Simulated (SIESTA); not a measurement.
W under changes of volume

One of the cells (15.848 Å³/atom); the others are scaled copies at fixed shape and fractional positions:

```
CELL_PARAMETERS angstrom
-1.58234 1.58234 1.58234
1.58234 -1.58234 1.58234
1.58234 1.58234 -1.58234
ATOMIC_POSITIONS crystal
W 0.00000 0.00000 0.00000
```

| Item | Value |
| --- | --- |
| Program | SIESTA 5.4.2 |
| Functional | LDA |
| Potentials or basis | PseudoDojo 0.4 standard (LDA files) |
| Basis | DZP (energy shift 0.003 Ry; two zetas on semicore shells) |
| Grid cutoff | 800 Ry |
| Energy shift | 0.003 Ry |
| k mesh | 12 × 12 × 12 |
| Occupations | fermi-dirac, width 0.05 eV |
| Spin | no spin polarisation |

| volume (Å³/atom) | energy over the lowest point (meV/atom) | pressure (GPa) |
| --- | --- | --- |
| 14.897 | 33.01 | 16.6 |
| 15.214 | 8.57 | 8.3 |
| 15.531 | 0.00 | 0.7 |
| 15.848 | 5.61 | -6.1 |
| 16.165 | 23.88 | -12.2 |
| 16.482 | 53.51 | -17.7 |
| 16.798 | ? | ? |

Task: What does the run at 16.798 Å³/atom give?

Result: Energy over the lowest point 93.27 meV/atom; pressure -22.5 GPa.

Worked out: A Birch-Murnaghan fit of order 3 (a polynomial in V^(-2/3)) to the other rows has its minimum at 15.56 Å³/atom with B0 = V·E''(V) = 348 GPa and B' = 4.5. It gives 93.13 meV/atom at 16.798 Å³/atom, against the run's 93.27, and -dE/dV = -22.5 GPa, against -22.5.

Energies are extrapolated to zero smearing.

Caveats: short orbitals over semicore shells can move pressures by several GPa; the basis of atomic orbitals isn't converged, which shifts pressures, moduli and gaps.
